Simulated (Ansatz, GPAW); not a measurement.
Given: the input of a run of GPAW 26.7.0 (ASE script) on BAs. 

run.py

```python
from ase import Atoms
from ase.dft.bandgap import bandgap
from ase.io import write
from ase.units import GPa
from gpaw import GPAW, PW

atoms = Atoms(['As', 'B'],
              cell=[[0.0, 2.3885, 2.3885],
                    [2.3885, 0.0, 2.3885],
                    [2.3885, 2.3885, 0.0]],
              scaled_positions=[[0.75, 0.75, 0.75],
                                [0.0, 0.0, 0.0]],
              pbc=True)

calc = GPAW(mode=PW(800),
            xc='PBE',
            kpts={'size': (10, 10, 10), 'gamma': True},
            occupations={'name': 'methfessel-paxton', 'order': 0, 'width': 0.028999999999999998},
            nbands=11,
            convergence={'density': 1e-05, 'energy': 1e-05},
            maxiter=150,
            txt='gpaw.txt')
atoms.calc = calc
energy = atoms.get_potential_energy()
forces = atoms.get_forces()
stress = atoms.get_stress()
calc.write('gs.gpw')
write('result.traj', atoms)
print(f'Energy: {energy:.6f} eV')
print('Forces (eV/A):')
print(forces.round(4))
print('Stress (GPa):', (stress / GPa).round(3))
print('Fermi level:', round(calc.get_fermi_level(), 4), 'eV')
print(f'Gap: {bandgap(calc)[0]:.4f} eV, direct: {bandgap(calc, direct=True)[0]:.4f} eV')
```

Potentials or basis: GPAW PAW data sets (gpaw-data 1.2.1), pw.

The run is started by

```sh
$ OMP_NUM_THREADS=1 python run.py
```

Q: What does the same run look like in Ansatz 0.2.0? Potentials or basis there: all-electron LAPW, scalar-relativistic.

A: As run (cutoffs and basis follow the program's own potentials, and thresholds, step limits or extra output files can differ):

Contents of input.yaml:

```yaml
crystal:
  lattice:
    - [0.0, 2.3885, 2.3885]
    - [2.3885, 0.0, 2.3885]
    - [2.3885, 2.3885, 0.0]
  atoms:
    - { symbol: As, position: [0.75, 0.75, 0.75] }
    - { symbol: B, position: [0.0, 0.0, 0.0] }
kpoints:
  mp_grid: { grid: [10, 10, 10] }
scf:
  occupations: { method: gaussian, width: 0.029 }
hamiltonian:
  xc: pbe
  pseudopotentials: { kind: all_electron, lapw: { basis_error: 0.001 } }
output:
  forces: true
  stress: true
  eigenvalues: true
```

Potentials or basis: all-electron LAPW, scalar-relativistic.

The run is started by

```sh
$ ansatz run input.yaml --threads 1 --pin off --max-ram 3072MiB --backend cpu --events-out ev --progress --plain --runs-dir out
```

Both were run:

|  | GPAW | Ansatz |
| --- | --- | --- |
| Pressure | 3.3 GPa | 2.7 GPa |

Where Ansatz's input types no cutoff or centring, it takes its own default and a Γ-centred mesh.

Pressure is positive in compression.
